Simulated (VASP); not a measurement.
Set up this calculation in VASP 6.6.1, as the native input.

```yaml
Task: single point
Functional: PBE
Potentials_or_basis: VASP PAW PBE potentials, release 64 (Mn_pv, O)
Cutoff: 520 eV
k_mesh: 11 × 11 × 3
Occupations: fermi-dirac, width 0.05 eV
Spin: collinear spin, ferromagnetic start
Starting_moments: "[4.0, 4.0, 0.0, 0.0, 0.0, 0.0] μB"
Further_INCAR_settings: ALGO = Normal; EDIFF = 1e-07; NBANDS = 38
```

The structure of MnO2 lies in POSCAR:

```
MnO2
1.0
    2.8549554371      0.0000000000      0.0000000000
   -1.4274777185      2.4724639352      0.0000000000
    0.0000000000      0.0000000000     10.2217427273
Mn O
2 4
Direct
    0.0159030000      0.0080700000      0.4998480000
   -0.0237270000     -0.0107210000     -0.0033140000
    0.6570320000      0.3349170000      0.4040440000
    0.6569730000      0.3410120000      0.0903340000
    0.3340160000      0.6754520000      0.5940550000
    0.3208470000      0.6663750000      0.9062590000
```

The cell comes from a database or a generator and needn't be the stable form of this composition.

The cell isn't the ideal one: atoms moved at random, drawn with an rms of 0.05 Å.

One way to write it, as run:

INCAR

```
ALGO = Normal ; EDIFF = 1E-7
ENCUT = 520 ; GGA = PE
ISIF = 2 ; ISMEAR = -1
ISPIN = 2 ; LASPH = T
LCHARG = F ; LMAXMIX = 4
LORBIT = 11 ; LREAL = F
LWAVE = F ; MAGMOM = 4 4 0 0 0 0
NBANDS = 38 ; NELM = 120
PREC = Accurate ; SIGMA = 0.05
```

KPOINTS

```
k-points
0
Gamma
  11 11 3
```

Potentials or basis: VASP PAW PBE potentials, release 64 (Mn_pv, O).

The run is started by

```sh
$ cat potpaw_PBE.64/Mn_pv/POTCAR potpaw_PBE.64/O/POTCAR > POTCAR
$ mpirun -np 1 vasp_std > vasp.out
```

It gave:

```yaml
Pressure: 4.5 GPa
Largest_force: 0.807 eV/Å
Band_gap_on_the_k_mesh: 0.86 eV, direct
Net_moment: 6.00 μB per cell
Site_moments: Mn +2.83; O +0.04, +0.05 μB
Valence_electrons_inside_the_program's_atomic_spheres: Mn 11.73, 11.77; O 4.98, 5.00, 4.99, 5.01
```

Caveat: an odd mesh through Γ misses points on the zone boundary, where band edges often lie; only a ferromagnetic start was run, and an antiferromagnetic order may lie lower in energy.

It took 9.2 min on 1 thread of Intel(R) Xeon(R) 6975P-C (Granite Rapids), with other jobs on the host, peak memory 0.71 GiB.
